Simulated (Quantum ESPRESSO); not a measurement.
CsSnI3:

```
CELL_PARAMETERS angstrom
6.20570 0.00000 0.00000
0.00000 6.20570 0.00000
0.00000 0.00000 6.20570
ATOMIC_POSITIONS crystal
Cs 0.00000 0.00000 0.00000
I 0.50000 0.50000 0.00000
I 0.50000 0.00000 0.50000
I 0.00000 0.50000 0.50000
Sn 0.50000 0.50000 0.50000
```

Base run:

```yaml
Program: Quantum ESPRESSO 7.5
Functional: PBEsol
Potentials_or_basis: GBRV 1.5 PBEsol
Cutoff: 925 eV
Density_cutoff: 7401 eV
k_mesh: 5 × 5 × 5
Occupations: fermi-dirac, width 0.05 eV
Spin: no spin polarisation
```

Its results: band gap on the k mesh 1.72 eV, direct; pressure -0.7 GPa.

Task: The run is repeated on the same cell with these changes: functional from PBEsol to PBE; potentials or basis from GBRV 1.5 PBEsol to SSSP 1.3 efficiency PBE; cutoff from 925 eV to 816 eV; density cutoff from 7401 eV to 6531 eV. What comes out?

Result: Band gap on the k mesh 1.73 eV, direct; pressure 0.5 GPa.

Caveats: spin-orbit coupling is left out, which moves the levels of the heavy elements; an odd mesh through Γ misses points on the zone boundary, where band edges often lie; the cell was measured hot, at 500 K.
